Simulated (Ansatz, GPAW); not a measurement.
# C2 in line between two Ag chains: relaxation, then transmission at several levels, part 2 of 4

Aim: the conductance of C2 in line between two Ag chains after relaxation, and whether geometry, basis or functional moves it most.

GPAW 26.7.0 and Ansatz 0.2.0; Ansatz plane waves; relaxation of the junction with the lead ends held (the session's first sound run).

So far. Step 2 (Relaxing the atoms): The relaxation lowered the energy of the cell by 0.412 eV.

**3. Plane-wave reference (PBE)**

Plane waves give the reference curve, free of the bias of atom-centred orbitals.

This step: Ansatz plane waves; Landauer transmission by layers, zero bias (Ansatz 0.2.0).

The input, input.yaml:

```yaml
crystal:
  lattice:
    - [9.0, 0.0, 0.0]
    - [0.0, 9.0, 0.0]
    - [0.0, 0.0, 39.6484]
  atoms:
    - { symbol: Ag, position: [0.5, 0.5, 0.0335448593] }
    - { symbol: Ag, position: [0.5, 0.5, 0.1006345779] }
    - { symbol: Ag, position: [0.5, 0.5, 0.1677242966] }
    - { symbol: Ag, position: [0.5, 0.5, 0.2348140152] }
    - { symbol: Ag, position: [0.5, 0.5, 0.3019037338] }
    - { symbol: Ag, position: [0.4365958712, 0.4523312127, 0.3677720821] }
    - { symbol: Ag, position: [0.5296034652, 0.5178056545, 0.4334958518] }
    - { symbol: C, position: [0.5077582178, 0.505245873, 0.4843177402] }
    - { symbol: C, position: [0.4945142793, 0.5069232043, 0.5157377223] }
    - { symbol: Ag, position: [0.4761727533, 0.5247181174, 0.5665302489] }
    - { symbol: Ag, position: [0.5526801303, 0.4403501096, 0.6322450735] }
    - { symbol: Ag, position: [0.5, 0.5, 0.6980962662] }
    - { symbol: Ag, position: [0.5, 0.5, 0.7651859848] }
    - { symbol: Ag, position: [0.5, 0.5, 0.8322757034] }
    - { symbol: Ag, position: [0.5, 0.5, 0.8993654221] }
    - { symbol: Ag, position: [0.5, 0.5, 0.9664551407] }
kpoints:
  mp_grid: { grid: [1, 1, 2] }
hamiltonian:
  xc: pbe
scf:
  occupations: { method: fermi_dirac, width: 0.1 }
output:
  transmission:
    leads: [[0, 1]]
    e_range: [-2, 2]
    de: 0.025
    kmesh: [1, 1]
    reduced_basis: true
  write_potential: true
  write_density: true
  volumetric_format: npy
  elf: true
```

Run with:

```bash
> ansatz run input.yaml --threads 4 --pin off --max-ram 8192MiB --backend cpu --events-out ev --progress --plain --runs-dir out
```

Numbers of over 12 decimals in the logs are rounded to 6 here.

What it wrote:

```text
[...]
Crystal: 16 atoms, lattice volume = 3211.520 Å³
Basis set: ecut = 420 eV, 62705 PW (Γ)
Bands: 165, of which v1, the nominal top of the filled ones, is band 137 counted from 1 (136 counted from 0)
Symmetry: 1 space group operations
[...]
k-points: 2
[...]
SCF iter   1: F=—  HF=-106746.609723 eV  |F-HF|=—  |Δ(HF+E_count)|=         —  Δρ=2.23e-3  dr2=2.53e0  ethr=1.77e-3  ⟨swp⟩=9.0  Hψ=1396  notcnv=0  defer=7
[...]
SCF iter  13: F=-106746.390162 eV  HF=-106746.390162 eV  |F-HF|=2.91e-11  |Δ(HF+E_count)|=   8.75e-9  Δρ=1.08e-7  dr2=6.75e-10  ethr=3.65e-11  ⟨swp⟩=15.5  Hψ=1155  notcnv=0
SCF 1 converged in 13 iterations: F = -106746.390162 eV  dr2 = 6.75e-10
[...]
transmission: 50 of 300 steps passed
transmission: 100 of 300 steps passed
[...]
transmission: 300 of 300 steps passed
WARN: The output density's exchange-correlation potential varies sharply where the density is thin. Do not read a vacuum level from v_tot or v_xc, or from such a field of the output density. On a cell that repeats whose density bears no net charge and no dipole along the vacuum's axis use v_es (v_loc + v_h of the components); under efield.dipole_correction with no amplitude use v_es + v_field, which holds any externa [...]
SCF converged after 13 iterations
Free energy (F): -106746.390162 eV
[...]
Internal energy: -106746.122706 eV  (E = F + TS)
E sigma→0 (E₀):  -106746.256434 eV
Entropy (-TS):   -0.267456 eV (-16.716 meV/atom)
Fermi energy:    -3.534455 eV
[...]
--- Band table (eV) ---
  k-point 0: bands = [... 133 lower, -3.9966, -3.8880, -3.8314, -3.7454, -3.3683, -3.0112, -2.3915, -1.8730, ... 24 higher]
  k-point 1: bands = [... 133 lower, -4.0858, -3.8552, -3.8360, -3.6932, -3.4451, -2.9323, -2.4761, -1.7741, ... 24 higher]
--- Transmission ---
  basis      : 717 plane waves across, 50 finite elements along
  points     : 1, standing for a mesh of 1 x 1
  filling    : by the input's occupations and mesh, since the crystals that have channels conduct as metals do. If one of these is a semiconductor, that mesh has misplaced its level
  energies   : 161 from -2.000000 to 2.000000 eV about the Fermi level, 0.025000 eV apart; the leads are filled to 0.000000 eV, and channels, transmission and decay are at 0.000000 eV
  crystal 0  : Ag1, at the sites [0, 1], period 2.6600 Å, over 26.60 Å; its Hamiltonian steps by up to 4.7 meV
    offset         : up to 0.0000 Å between an atom of the period and one for which it stands
    filled         : 17.1 meV over the level at which it is neutral
    channels       : 1.000000e0 a spin
    conductance    : 9.5655e13 S/m² at 300 K; may be off by some 0.0 % by where its bands' edges are placed, 0.0 % from the distance to neutral
  junction   : crystal 0 to crystal 0, 0.70 to 37.69 Å
    transmission   : 1.167689e-1 a spin
    error estimate : 1.435450e-5 a spin from the reduction of the transverse basis, at the most 5.020516e-4 at -0.325000 eV
    conductance    : 1.1100e13 S/m² at 300 K (1.1100e13 on every other energy)
    error estimate : 0.0 % from the energy spacing and 0.0 % from band edges of the leads and from resonances (wavevectors taken as independent; lower de), 0.0 % from the reduction of the transverse basis, 0.8 % from the steps of its leads' Hamiltonians or their offsets (lay more layers), 1.3 % from the distance to neutral
    resistance     : 7.9638e-2 Ω µm² beyond half of each lead's own
```

Wall time 1.8 min (4 threads of Arm Neoverse V1, shared host); peak memory 4.7 GiB.

Numbers from this step:

* free energy: -106746.3902 eV
* lead level: 0 eV from the Fermi level
* transmission at the Fermi level (one spin): 0.1168
* open channels of the lead at the Fermi level (one spin): 1
* step of the potential along the lead: 4.7 meV
* offset of the lead: 0 Å
* filling of the lead less its bulk value, in size: 17.1 meV
* conductance: 0.1160 G₀

One spin. Table of transmission, zone mean by energy, zero at the Fermi level:

```
energy (eV)  transmission, zone mean
     -2.000                  0.00780
     -1.900                  0.00119
     -1.800                   9.6e-4
     -1.700                        0
     -1.600                        0
     -1.500                        0
     -1.400                        0
     -1.300                        0
     -1.200                        0
     -1.100                   1.5e-4
     -1.000                   0.0209
     -0.900                    0.181
     -0.800                    0.877
     -0.750                    0.988
     -0.700                    0.813
     -0.600                    0.488
     -0.500                    0.350
     -0.400                    0.337
     -0.325                    0.486
     -0.300                   0.0512
     -0.200                    0.106
     -0.100                    0.123
      0.000                    0.117
      0.100                    0.104
      0.200                   0.0913
      0.300                   0.0800
      0.400                   0.0712
      0.500                   0.0647
      0.600                   0.0602
      0.700                   0.0570
      0.800                   0.0548
      0.900                   0.0533
      1.000                   0.0524
      1.100                   0.0519
      1.200                   0.0518
      1.300                   0.0522
      1.400                   0.0530
      1.500                   0.0543
      1.600                   0.0562
      1.700                   0.0589
      1.800                   0.0624
      1.900                   0.0668
      2.000                   0.0722
```

One spin. Open channels, zone mean against energy, zero at the Fermi level:

energy (eV), open channels, zone mean and a bar:
```
   -2.000       3.00 ##############################
   -1.900       1.00 ##########
   -1.800       1.00 ##########
   -1.700       0.00 
   -1.600       0.00 
   -1.500       0.00 
   -1.400       0.00 
   -1.300       0.00 
   -1.200       0.00 
   -1.100       1.00 ##########
   -1.000       1.00 ##########
   -0.900       1.00 ##########
   -0.800       1.00 ##########
   -0.700       1.00 ##########
   -0.600       1.00 ##########
   -0.500       1.00 ##########
   -0.400       1.00 ##########
   -0.300       1.00 ##########
   -0.200       1.00 ##########
   -0.100       1.00 ##########
    0.000       1.00 ##########
    0.100       1.00 ##########
    0.200       1.00 ##########
    0.300       1.00 ##########
    0.400       1.00 ##########
    0.500       1.00 ##########
    0.600       1.00 ##########
    0.700       1.00 ##########
    0.800       1.00 ##########
    0.900       1.00 ##########
    1.000       1.00 ##########
    1.100       1.00 ##########
    1.200       1.00 ##########
    1.300       1.00 ##########
    1.400       1.00 ##########
    1.500       1.00 ##########
    1.600       1.00 ##########
    1.700       1.00 ##########
    1.800       1.00 ##########
    1.900       1.00 ##########
    2.000       1.00 ##########
```

Crystal 0, spin -, k parallel (0, 0); distinct values, listed up to 1.5 1/Å. Im kz of the slowest decaying states against energy, zero at the Fermi level:

```
energy (eV)  decay 1 (Å⁻¹)  decay 2 (Å⁻¹)  decay 3 (Å⁻¹)  decay 4 (Å⁻¹)
     -2.000          0.583          0.776           1.34           1.35
     -1.800          0.195          0.195          0.512          0.871
     -1.600          0.198          0.283          0.429          0.944
     -1.400          0.297          0.328          0.341          0.341
     -1.200          0.182          0.370          0.384          0.384
     -1.000          0.417          0.431           1.09           1.09
     -0.800          0.443          0.484           1.13           1.13
     -0.600          0.464          0.532           1.16           1.16
     -0.400          0.480          0.480          0.574           1.16
     -0.200          0.492          0.492          0.612           1.14
      0.000          0.500          0.646           1.12           1.17
      0.200          0.505          0.677           1.09           1.15
      0.400          0.507          0.706           1.07           1.13
      0.600          0.506          0.731           1.04           1.11
      0.800          0.501          0.754           1.01           1.10
      1.000          0.494          0.776          0.987           1.08
      1.200          0.484          0.795          0.959           1.06
      1.400          0.470          0.813          0.930           1.04
      1.600          0.453          0.829          0.900           1.03
      1.800          0.432          0.844          0.869           1.01
      2.000          0.407          0.837          0.858          0.979
```

Crystal 0, spin -, k parallel (0, 0). The Re kz of states that move upwards by energy, zero at the Fermi level:

```
energy (eV)  channel 1 (Å⁻¹)  channel 2 (Å⁻¹)  channel 3 (Å⁻¹)
     -2.000          -0.0997          -0.0997            0.942
     -1.800             1.09                -                -
     -1.600                -                -                -
     -1.400                -                -                -
     -1.200                -                -                -
     -1.000            0.198                -                -
     -0.800            0.329                -                -
     -0.600            0.417                -                -
     -0.400            0.487                -                -
     -0.200            0.545                -                -
      0.000            0.595                -                -
      0.200            0.639                -                -
      0.400            0.679                -                -
      0.600            0.715                -                -
      0.800            0.749                -                -
      1.000            0.781                -                -
      1.200            0.810                -                -
      1.400            0.839                -                -
      1.600            0.866                -                -
      1.800            0.892                -                -
      2.000            0.917                -                -
```

The electrostatic potential energy of an electron (with the applied field's), less the Fermi level, planar mean oscillates, so the rows of the table below give means over windows of 2.64 Å about each position, cut where the curve ends. Its first 14 maxima inside the range that stand out by 2 % of the span (Å: eV): 2.6: 4.84, 5.3: 4.83, 7.9: 4.85, 10.6: 4.83, 13.4: 4.90, 16.0: 4.96, 18.5: 5.71, 19.8: 5.81, 21.1: 5.71, 23.6: 4.95, 26.3: 4.90, 29.1: 4.83, 31.7: 4.85, 34.4: 4.83. Its first 14 minima: 1.3: 3.55, 4.0: 3.55, 6.6: 3.55, 9.3: 3.58, 11.9: 3.59, 14.5: 3.68, 17.0: 4.02, 19.2: 5.09, 20.4: 5.09, 22.6: 4.02, 25.1: 3.68, 27.8: 3.59, 30.4: 3.58, 33.0: 3.55.

Table of electrostatic potential energy of an electron (with the applied field's), less the Fermi level, planar mean by z; means over each step:

```
z (Å)  electrostatic potential energy of an electron (with the applied field's), less the Fermi level, planar mean (eV)
 1.32                                                                                                              4.21
 3.96                                                                                                              4.22
 6.60                                                                                                              4.22
 9.24                                                                                                              4.23
11.88                                                                                                              4.24
14.52                                                                                                              4.33
17.16                                                                                                              4.70
19.80                                                                                                              5.41
22.44                                                                                                              4.71
25.08                                                                                                              4.33
27.72                                                                                                              4.25
30.36                                                                                                              4.23
33.00                                                                                                              4.22
35.64                                                                                                              4.22
38.28                                                                                                              4.19
```

The valence density, planar mean oscillates, so the rows of the table below give means over windows of 2.64 Å about each position, cut where the curve ends. Its first 14 maxima inside the range that stand out by 2 % of the span (Å: e/Å³): 1.3: 0.235, 4.0: 0.235, 6.6: 0.234, 9.3: 0.232, 12.0: 0.231, 14.5: 0.234, 17.2: 0.235, 20.0: 0.0430, 22.5: 0.235, 25.1: 0.234, 27.6: 0.231, 30.4: 0.232, 33.0: 0.234, 35.7: 0.235. Its minima: 2.6: 0.0113, 5.3: 0.0112, 7.9: 0.0114, 10.6: 0.0112, 13.2: 0.0121, 15.9: 0.0105, 18.4: 0.0202, 21.3: 0.0203, 23.8: 0.0105, 26.4: 0.0121, 29.1: 0.0112, 31.7: 0.0114, 34.4: 0.0112, 37.0: 0.0113.

Table of valence density, planar mean by z; means over each step:

```
z (Å)  valence density, planar mean (e/Å³)
 1.32                               0.0888
 3.96                               0.0888
 6.60                               0.0887
 9.24                               0.0888
11.88                               0.0887
14.52                               0.0889
17.16                               0.0893
19.80                               0.0369
22.44                               0.0895
25.08                               0.0889
27.72                               0.0887
30.36                               0.0888
33.00                               0.0887
35.64                               0.0888
38.28                               0.0917
```

Valence density in the ca plane at fractional y = 0.505, with atoms of Ag and C within 0.2 Å of it. It is the smooth field of the valence electrons, not physical close to the nuclei.

Ten steps, logarithmic in the rise over the least value, from '0' (0 e/Å³) to '9' (18 e/Å³), each cell a mean:
```
00000000000000000000000000000000000000000000
00000000000000000000000000000000000000000000
00000000000000000000000000000000000000000000
00000000000000000000000000000000000000000000
00000000000000000000000000000000000000000000
00000000000000000000000000000000000000000000
00000000000000000000000000000000000000000000
00000000000000000011100000000000000000001110
00011110000000000133321111111000000000123432
11134542100000001367742223322211122211135653
31258874111222112589963344444432466531246763
32379985212454212589963455555443689742135653
32368985224776421367743344555444699852123332
21246753124787421234321233333333588741011111
10112321113666310011110111112111345320000000
00000100011333100000000000000000111100000000
00000000000111000000000000000000000000000000
00000000000000000000000000000000000000000000
00000000000000000000000000000000000000000000
00000000000000000000000000000000000000000000
00000000000000000000000000000000000000000000
00000000000000000000000000000000000000000000
00000000000000000000000000000000000000000000
00000000000000000000000000000000000000000000
```
Columns run along c (16.0 Å, from fractional 0.26 to 0.66 of the cell), rows up along a (9.0 Å). Atoms in or near the plane, at fractional coordinates: Ag at (0.30, 0.50), Ag at (0.43, 0.53), C at (0.48, 0.51), C at (0.52, 0.49), Ag at (0.57, 0.48).

Electrostatic potential energy in the ca plane at fractional y = 0.505, with atoms of Ag and C within 0.2 Å of it. With pseudopotentials it is smooth inside the atoms' cores, unlike the true potential.

Values in eV, 13 rows by 16 columns, each cell a mean:
```
  2   2   2   2   2   2   2   2   2   2   2   2   2   2   2   2
  2   2   2   2   2   2   2   2   2   3   3   2   2   2   2   2
  1   1   1   2   2   2   2   2   2   3   3   2   2   2   1   1
  1   1   1   2   2   1   1   1   2   3   3   3   2   1   0   0
  0  -3  -2   1   1   0  -6  -9   1   2   2   2   0   0  -7  -8
 -5 -24 -19  -1  -3  -2 -24 -32 -12 -19 -16  -5 -19  -5 -20 -23
-10 -33 -28  -7 -26  -9 -23 -31 -19 -34 -36 -18 -37 -13 -12 -14
 -3 -16 -13  -8 -32 -10  -5  -7  -2  -5 -11  -9 -28  -7  -1  -1
  1   0   0  -2 -10  -2   1   1   3   3   3   1  -3   0   1   1
  1   1   1   1   0   1   2   2   3   3   3   2   1   1   2   2
  2   2   2   1   1   1   2   2   3   3   3   2   2   2   2   2
  2   2   2   2   2   2   2   2   2   3   2   2   2   2   2   2
  2   2   2   2   2   2   2   2   2   2   2   2   2   2   2   2
```
Columns run along c (16.0 Å, from fractional 0.26 to 0.66 of the cell; values clipped at the 3rd and 97th percentile), rows up along a (9.0 Å). Atoms in or near the plane, at fractional coordinates: Ag at (0.30, 0.50), Ag at (0.43, 0.53), C at (0.48, 0.51), C at (0.52, 0.49), Ag at (0.57, 0.48).

ELF in the ca plane at fractional y = 0.505, with atoms of Ag and C within 0.2 Å of it. It is the smooth field of the valence electrons, not physical close to the nuclei.

Ten even steps from '0' (0.00) to '9' (0.82), each cell a mean:
```
00000000000000000000000000000000000000000000
00000000000000000000000000000000000000000000
00000000000000000000000000000000000000000000
00000000000000000000000000000000000000000000
00000000000000000000000000000000000000001111
00000110000000000001110000000000000000011111
11111111111110000111111111211100011000111222
11111211111221000122222234443221111111122222
21122222122222101234322577766542222211123432
21234542222222211356643798998873233321235653
21257763222233211479853986997894356421246653
32368974223454321479854952982694478631235553
32258874224666421356634975993793589741233432
22245653224676421234324888998983477631122222
21223332223565321122223677788862345421122222
11122222222343211112212344555532223210012222
11111111112222111011111112222211122110001111
00011111111111110000000001111000111100000111
00000000111111100000000000000000000000000000
00000000001111000000000000000000000000000000
00000000000000000000000000000000000000000000
00000000000000000000000000000000000000000000
00000000000000000000000000000000000000000000
00000000000000000000000000000000000000000000
```
Columns run along c (16.0 Å, from fractional 0.26 to 0.66 of the cell), rows up along a (9.0 Å). Atoms in or near the plane, at fractional coordinates: Ag at (0.30, 0.50), Ag at (0.43, 0.53), C at (0.48, 0.51), C at (0.52, 0.49), Ag at (0.57, 0.48).

T at the Fermi level is 0.117 of 1 open channels a spin.

(Part 2 of 4 ends here.)

[Logs are printed without paths, hosts, clocks, repeated set-up lines and the standing remarks that a program may print on its own settings, such as how far it seeks lower states.]

[Hosts, paths, dates, database ids (printed as entryN), source tags and the programs' standing remarks are cut or masked in the printed files.]
